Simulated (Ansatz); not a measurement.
Runs of Ansatz 0.2.0 on Yb. Symmetry: P6_3/mmc, No. 194, hexagonal system. The conventional cell has a = 3.880 Å, b = 3.880 Å, c = 6.386 Å, α = 90.00°, β = 90.00°, γ = 120.00°. Yb (site symmetry -6m2) has 12 Yb at 3.88 to 3.90 Å as nearest neighbours. This isn't the form of Yb at room conditions, which is fcc.

| level | cutoff (eV) | gap on the mesh (eV) | pressure (GPa) | moment (μB) |
| --- | --- | --- | --- | --- |
| LDA | 420 | none | -4.5 | 0.00 |
| r2SCAN0 | 500 | none | 0.5 | (a) |
| r2SCAN | 500 | none | -2.4 | (b) |
| PBEsol | 420 | none | -3.3 | 0.00 |

Alike in all rows: task projected density of states; potentials or basis Ansatz PAW; spin collinear, ferromagnetic start; cell as given; k mesh 5 × 5 × 3; smearing fermi-dirac 0.05 eV; the mesh is coarse, so values aren't converged.

Task: Fill in the values left out.

Result: (a) 0.32; (b) 0.23.

Caveats: all runs use coarse meshes; spin-orbit coupling is left out, which moves the levels of the heavy elements; the PAW data sets come from PBE, with cores solved anew for the run's functional, which leaves a small shift of forces and pressure; the density of states is complete only up to the lowest level of the last band computed; the starting moments weren't kept (some runs); the magnetic or orbital state may not be the lowest (some runs); the thresholds are loose for stress (some runs).

A k mesh can miss the band edges, and the runs leave out spin-orbit coupling on Yb.

A gap of «none» marks a metal or a gap under the smearing width.

Runs at the PBE level aren't shown here.
